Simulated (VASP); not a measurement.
Write the native input for VASP 6.6.1 that does the following.

* Task: work function
* Functional: PBEsol
* Potentials or basis: VASP PAW PBE potentials, release 64 (B, As)
* Cutoff: 520 eV
* k mesh: 12 × 12 × 1
* Occupations: gaussian, width 0.03 eV
* Spin: non-collinear spin, zero start, spin-orbit coupling
* Starting moments: [[0.0, 0.0, 0.0], [0.0, 0.0, 0.0]] μB
* Dipole correction: yes
* Further INCAR settings: ALGO = Fast; EDIFF = 1e-06

The structure of BAs lies in POSCAR:

```
BAs                                     
1.0
    3.3641075122      0.0000000000      0.0000000000
   -1.6820537561      2.9134025619      0.0000000000
    0.0000000000      0.0000000000     16.0000000000
  B               As            
     1     1
Direct
     0.3333330000000032    0.6666669999999968    0.5000000000000000
     0.6666669999999968    0.3333330000000032    0.5000000000000000
```

The cell was built by a generator and needn't be a form met in nature.

These files were run (other wordings do the same):

INCAR

```
SYSTEM = BAs
PREC = Accurate ; ENCUT = 520
EDIFF = 1E-6 ; ISMEAR = 0
SIGMA = 0.03 ; LREAL = .False.
LASPH = .True. ; NELM = 60
ALGO = Fast ; ISIF = 2
LWAVE = .False. ; LCHARG = .True.
MAGMOM = 0 0 0 0 0 0 ; LORBIT = 11
LSORBIT = .True. ; GGA_COMPAT = .False.
LDIPOL = .True. ; IDIPOL = 3
DIPOL = 0.5 0.5 0.500 ; GGA = PS
LVHAR = .True. ; LVACPOTAV = .True.
KPAR = 4
```

KPOINTS

```
Automatic mesh
0
Gamma
  12 12 1
  0 0 0
```

Potentials or basis: VASP PAW PBE potentials, release 64 (B, As).

Launch:

```sh
$ cat potpaw_PBE.64/B/POTCAR potpaw_PBE.64/As/POTCAR > POTCAR
$ mpirun -np 4 vasp_ncl > vasp.out
```

Results of the run:

- Net moment: 0.00 μB per cell
- Valence electrons inside the program's atomic spheres: B 1.84; As 2.97
- Work function of the upper face: 4.79 eV
- Work function of the lower face: 4.79 eV

Wall time 89 s on 4 MPI ranks on Intel(R) Xeon(R) 6975P-C (Granite Rapids), on a shared host, peak memory 0.76 GiB a rank.
